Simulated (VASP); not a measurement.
Here is a VASP 6.6.1 calculation.

File INCAR:

```
SYSTEM = Mo
  PREC = Accurate
  ENCUT = 600
  EDIFF = 1E-6
  ISMEAR = 1
  SIGMA = 0.1
  LREAL = .False.
  LASPH = .True.
  NELM = 120
  ALGO = Normal
  ISIF = 3
  LWAVE = .False.
  LCHARG = .False.
  GGA = PE
  IBRION = 2
  NSW = 80
  EDIFFG = -0.005
  KPAR = 2
```

Contents of KPOINTS:

```
Automatic mesh
0
Gamma
  19 19 19
  0 0 0
```

POSCAR

```
Mo
1.0
   -1.5838090000      1.5838090000      1.5838090000
    1.5838090000     -1.5838090000      1.5838090000
    1.5838090000      1.5838090000     -1.5838090000
Mo
1
Direct
    0.0000000000      0.0000000000      0.0000000000
```

Potentials or basis: VASP PAW PBE potentials, release 64 (Mo_sv).

The run is started by

```sh
$ cat potpaw_PBE.64/Mo_sv/POTCAR > POTCAR
$ mpirun -np 2 vasp_std > vasp.out
```

Q: Predict the space group after relaxing (to 0.05 Å).

A: Im-3m (No. 229).

Q: What does it give for the band gap on the k mesh?

A: None (metal or under the smearing width).

Q: What does it give for the relaxed volume?

A: 15.81 Å³/atom.

Step by step:
| step | energy change (eV) | largest force (eV/Å) | pressure (GPa) | volume (Å³) |
| --- | --- | --- | --- | --- |
| 1 | 0.0000 | 0.0000 | -1.24 | 15.89 |
| 2 | 0.0019 | 0.0000 | 3.46 | 15.61 |
| 3 | -0.0003 | 0.0000 | 0.00 | 15.81 |
